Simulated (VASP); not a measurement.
A VASP 6.6.1 single-point calculation on NaCl

INCAR

```
NELM = 95
EDIFF = 1E-7
ISMEAR = -1
NSW = 0
PREC = Accurate
IBRION = -1
LWAVE = .FALSE.
AMIX = 0.2
BMIX = 0.0001
LCHARG = .FALSE.
ENCUT = 520
NBANDS = 14
ISIF = 2
LREAL = .FALSE.
GGA = PE
SIGMA = 0.02
LASPH = .TRUE.
```

KPOINTS

```
KPOINTS created by Atomic Simulation Environment
0
Gamma
3 3 3
0 0 0
```

POSCAR

```
Na Cl
 1.0000000000000000
    -0.0934000000000000    2.7385999999999999    2.7380000000000000
     2.7343000000000002   -0.0584000000000000    2.7029999999999998
     2.7951000000000001    2.7643000000000000   -0.1192000000000000
 Na  Cl
   1   1
Cartesian
  2.6578560800000002  2.7595275600000000  5.3185055600000002
  2.6594091500000001  2.8603933499999998  2.6859496799999998
```

The recommended PBE PAW datasets give the neutral cell 14 valence electrons.

Command

```
mpirun -np 1 vasp_std
```

Problem. How does this run end, and what does it give?

Solution. It converged. Results: gap between bands v and c on the k mesh 5.09 eV; least direct gap on the k mesh 5.09 eV; pressure 2.3 GPa; largest force 0.31 eV/Å. Band v is the last that the valence electrons fill when counted band by band, and c is the next.

OSZICAR

```
N       E                     dE             d eps       ncg     rms          rms(c)
DAV:   1     0.947329956044E+02    0.94733E+02   -0.63426E+03   398   0.108E+03
DAV:   2     0.136106309101E+01   -0.93372E+02   -0.86068E+02   424   0.261E+02
DAV:   3    -0.677577100149E+01   -0.81368E+01   -0.80793E+01   494   0.705E+01
DAV:   4    -0.691212377712E+01   -0.13635E+00   -0.13629E+00   446   0.965E+00
DAV:   5    -0.691497803599E+01   -0.28543E-02   -0.28541E-02   512   0.148E+00    0.220E+00
DAV:   6    -0.676784930240E+01    0.14713E+00   -0.11353E-01   488   0.214E+00    0.179E+00
DAV:   7    -0.670200612812E+01    0.65843E-01   -0.25050E-01   480   0.305E+00    0.155E+00
DAV:   8    -0.671013455149E+01   -0.81284E-02   -0.16774E-02   476   0.118E+00    0.279E-01
DAV:   9    -0.670937829820E+01    0.75625E-03   -0.13870E-03   470   0.306E-01    0.673E-02
DAV:  10    -0.670945841147E+01   -0.80113E-04   -0.31424E-04   482   0.142E-01    0.594E-02
DAV:  11    -0.670946778639E+01   -0.93749E-05   -0.97851E-05   506   0.734E-02    0.178E-02
DAV:  12    -0.670946851208E+01   -0.72569E-06   -0.44726E-06   494   0.146E-02    0.284E-03
DAV:  13    -0.670946900328E+01   -0.49120E-06   -0.74297E-07   500   0.703E-03    0.117E-03
DAV:  14    -0.670946897843E+01    0.24851E-07   -0.10896E-07   482   0.291E-03
   1 F= -.67094690E+01 E0= -.67094690E+01  d E =-.510563E-12
```

These settings aren't sound, so the numbers aren't properties of the crystal.

On sound settings PBE gives a gap of 5.10 eV on its mesh and a pressure of 2.1 GPa for the intended cell.
